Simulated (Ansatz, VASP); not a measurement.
Ba in VASP and in Ansatz

Contents of INCAR:

```
PREC     = Accurate       # precision mode
ENCUT    = 520            # plane-wave cutoff, eV
EDIFF    = 1E-7           # SCF threshold, eV
ISMEAR   = -1             # smearing method
SIGMA    = 0.05           # smearing width, eV
LREAL    = False          # projectors in reciprocal space
LASPH    = True           # aspherical terms in the spheres
NELM     = 80             # most SCF steps
ALGO     = Normal         # electronic algorithm
ISIF     = 2              # what is computed and relaxed
LWAVE    = False          # write WAVECAR
LCHARG   = False          # write CHGCAR
GGA      = PE             # functional
NBANDS   = 11             # bands
```

File KPOINTS:

```
regular mesh
0
Gamma
  7 7 7
```

File POSCAR:

```
Ba
1.0
    3.9455940492      0.0000000000      0.0000000000
    0.0000000000      3.9455940492      0.0000000000
    0.0000000000      0.0000000000      3.5568095265
Ba
1
Direct
    0.5000000000      0.5000000000      0.5000000000
```

The input input.yaml:

```yaml
crystal:
  lattice:
    - [3.9455940492, 0.0, 0.0]
    - [0.0, 3.9455940492, 0.0]
    - [0.0, 0.0, 3.5568095265]
  atoms:
    - { symbol: Ba, position: [0.5, 0.5, 0.5] }
hamiltonian:
  xc: pbe
  pseudopotentials: { kind: paw }
kpoints:
  mp_grid: { grid: [7, 7, 7] }
scf:
  occupations: { method: fermi_dirac, width: 0.05 }
output:
  forces: true
  stress: true
  eigenvalues: true
  write_density: true
  write_potential: true
  elf: true
  volumetric_format: npy
```

Change from the starting cell: volume scaled by 0.96.

Alike in both runs: task single point; functional PBE; k mesh 7 × 7 × 7; occupations fermi-dirac, width 0.05 eV; no spin polarisation.

|  | VASP | Ansatz |
| --- | --- | --- |
| version | VASP 6.6.1 | Ansatz 0.2.0 |
| potentials or method | VASP PAW PBE potentials, release 64 (Ba_sv) | Ansatz PAW |
| plane-wave cutoff (eV) | 520 | 420 |
| valence electrons in the cell | 10 | 10 |

```csv
,VASP,Ansatz,Ansatz less VASP
gap on the k mesh at the Fermi level (eV),none,none,-
pressure (GPa),1.2,1.0,-0.23
largest component of the traceless stress (GPa),3.07,2.93,-0.138
```

A gap of «none» marks a metal or a gap that the smearing closes.

Spin-orbit coupling is left out, which matters for the levels of Ba.
